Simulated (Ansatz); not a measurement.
# C₇H₁₀: vertical ionisation energy

An exercise on one series of results from a longer session: the logs are not shown, and one member is left open.

The runs use Ansatz 0.2.0, Gaussian basis; unrestricted cation, the program's frozen cores in correlated methods.

The runs, in order: UKS PBE-D4/def2-TZVPP; UKS r2SCAN-D4/def2-TZVPP; UKS PBE0-D4/def2-TZVPP; UKS B3LYP-D4/def2-TZVPP; UKS wB97X-V/def2-TZVPP; UKS wB97M-V/def2-TZVPP; UKS B2PLYP/def2-TZVPP; UHF-CCSD(T)/def2-TZVPP; UHF-MP2/def2-QZVPP; extrapolation to the limit; then −ε(HOMO) from the neutral's earlier runs with LDA (SPW92), PBE-D4, revPBE-D4, BLYP-D4, r2SCAN-D4, B97M-V, PBE0-D4, B3LYP-D4, r2SCANh-D4, r2SCAN0-D4, HSE06-D4, BHLYP-D4, CAM-B3LYP-D4, LC-ωPBE, ωB97X-V, ωB97M-V.

### The geometry

All runs share one geometry, relaxed beforehand with PBE0-D4 in a triple-zeta def2 set.

SMILES `C1=C[C@H]2CC[C@@H]1C2`, 17 atoms, charge 0, spin multiplicity 1.

Atoms are counted from 1 here; the program's logs count them from 0.

Bond lengths: C1–C2 1.333 Å, C1–C6 1.510 Å, C1–H8 1.083 Å, C2–C3 1.510 Å, C2–H9 1.083 Å, C3–C4 1.554 Å, C3–C7 1.534 Å, C3–H10 1.089 Å, C4–C5 1.547 Å, C4–H11 1.093 Å, C4–H12 1.091 Å, C5–C6 1.554 Å, C5–H13 1.093 Å, C5–H14 1.091 Å, C6–C7 1.534 Å, C6–H15 1.089 Å, C7–H16 1.091 Å, C7–H17 1.094 Å. Angles: C2–C1–C6 107.5°, C2–C1–H8 127.1°, C6–C1–H8 124.9°, C1–C2–C3 107.5°, C1–C2–H9 127.1°, C3–C2–H9 124.9°, C2–C3–C4 105.8°, C2–C3–C7 100.3°, C2–C3–H10 116.4°, C4–C3–C7 100.4°, C4–C3–H10 114.5°, C7–C3–H10 117.3°, C3–C4–C5 102.9°, C3–C4–H11 110.3°, C3–C4–H12 111.8°, C5–C4–H11 111.2°, C5–C4–H12 113.0°, H11–C4–H12 107.7° and more.

The first run:

The input, in.yaml:

```yaml
crystal:
  periodic: [false, false, false]
  atoms:
    - {symbol: C, position_ang: [-1.210940, -0.676765, 0.829744]}
    - {symbol: C, position_ang: [-0.003593, -1.153978, 1.131306]}
    - {symbol: C, position_ang: [1.016910, -0.192871, 0.569938]}
    - {symbol: C, position_ang: [0.952823, -0.363113, -0.973472]}
    - {symbol: C, position_ang: [-0.448264, 0.190894, -1.323439]}
    - {symbol: C, position_ang: [-1.011593, 0.609037, 0.063313]}
    - {symbol: C, position_ang: [0.264431, 1.133498, 0.732990]}
    - {symbol: H, position_ang: [-2.164319, -1.168251, 0.978961]}
    - {symbol: H, position_ang: [0.227719, -2.113699, 1.576432]}
    - {symbol: H, position_ang: [2.020622, -0.253263, 0.989149]}
    - {symbol: H, position_ang: [1.740830, 0.222804, -1.453111]}
    - {symbol: H, position_ang: [1.085729, -1.403827, -1.272206]}
    - {symbol: H, position_ang: [-0.376539, 1.060164, -1.981874]}
    - {symbol: H, position_ang: [-1.086274, -0.544916, -1.814882]}
    - {symbol: H, position_ang: [-1.866113, 1.283280, 0.018438]}
    - {symbol: H, position_ang: [0.111791, 1.407944, 1.778225]}
    - {symbol: H, position_ang: [0.727780, 1.962863, 0.190588]}
basis:
  gaussian: {orbitals: def2-TZVPP}
total_charge: 1
magnetization: {spin_polarized: true, initial_magnetization: 1}
hamiltonian: {xc: pbe, dispersion: d4}
```

On the command line:

```sh
$ ansatz run in.yaml --threads 2 --pin off --events-out ev --progress --plain --max-ram 22528MiB --backend cuda --devices 0, --max-vram 18GiB
```

Steps of the session up to this table: Cation, UKS PBE-D4/def2-TZVPP; Cation, UKS r2SCAN-D4/def2-TZVPP; Cation, UKS PBE0-D4/def2-TZVPP; Cation, UKS B3LYP-D4/def2-TZVPP; Cation, UKS wB97X-V/def2-TZVPP; Cation, UKS wB97M-V/def2-TZVPP; Cation, UKS B2PLYP (frozen core)/def2-TZVPP; Cation, UHF-CCSD(T)/def2-TZVPP; Cation, UHF-MP2/def2-QZVPP.

One of the session's tables, all rows but one given; the rest of the session is left out.

Orbital estimates, from the neutral's runs:

| functional | −ε(HOMO) (eV) |
| --- | --- |
| LDA (SPW92) | 5.89 |
| PBE-D4 | 5.72 |
| revPBE-D4 | 5.65 |
| BLYP-D4 | 5.56 |
| r2SCAN-D4 | ? |
| B97M-V | 5.93 |
| PBE0-D4 | 6.81 |
| B3LYP-D4 | 6.60 |
| r2SCANh-D4 | 6.30 |
| r2SCAN0-D4 | 6.93 |
| HSE06-D4 | 6.41 |
| BHLYP-D4 | 7.75 |
| CAM-B3LYP-D4 | 8.13 |
| LC-ωPBE | 9.51 |
| ωB97X-V | 9.14 |
| ωB97M-V | 9.06 |

Estimate the missing values for r2SCAN-D4.

Worked estimate for «−ε(HOMO) (eV)». Against the share of exact exchange, r2SCANh-D4 (0.1, 6.30), r2SCAN0-D4 (0.25, 6.93) give a slope of 4.20 per unit share; at 0 the line stands at 5.88.

**Answer.** −ε(HOMO) (eV): 5.88. In «−ε(HOMO) (eV)» the line misses by 0.00.
